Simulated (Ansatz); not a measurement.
Runs of Ansatz 0.2.0 on W. Symmetry: Fm-3m, No. 225, cubic system. Conventional cell: a = 4.060 Å, b = 4.060 Å, c = 4.060 Å, α = 90.00°, β = 90.00°, γ = 90.00°. W (site symmetry m-3m) has 12 W at 2.87 Å as nearest neighbours. This isn't the form of W at room conditions, which is bcc.

```tsv
task	level	cell	cutoff (eV)	points for each segment of the path	gap on the mesh (eV)	relaxed volume (Å³/atom)
single point	PBEsol0	as given	420	-	none	-
band structure	HSEsol	as given	420	4	none	-
relaxation of cell and atoms	PBE0	relaxed	420	-	none	(a)
band structure	HSE06	as given	420	4	none	-
single point	PBE0	as given	420	-	none	-
relaxation of cell and atoms	HSEsol	relaxed	420	-	none	15.97
single point	r2SCAN50	as given	500	-	none	-
relaxation of cell and atoms	B3LYP	relaxed	420	-	none	16.74
```

Alike in all rows: potentials or basis Ansatz PAW; no spin polarisation; k mesh 6 × 6 × 6; smearing fermi-dirac 0.05 eV; the mesh is coarse, so values aren't converged.

Q: Estimate the missing entries.

A: (a) 16.24.

Caveats: all runs use coarse meshes; the PAW data sets come from PBE, with cores solved anew for the run's functional, which leaves a small shift of forces and pressure; the plane-wave basis is chosen anew once the cell has moved, so the energies of steps on either side of that aren't comparable (some runs); the potentials were made for another functional, which shifts forces and pressure (some runs).

A k mesh can miss the band edges, and the runs leave out spin-orbit coupling on W.

A gap of «none» marks a metal or a gap under the smearing width.

Not every run made on this cell is shown here.
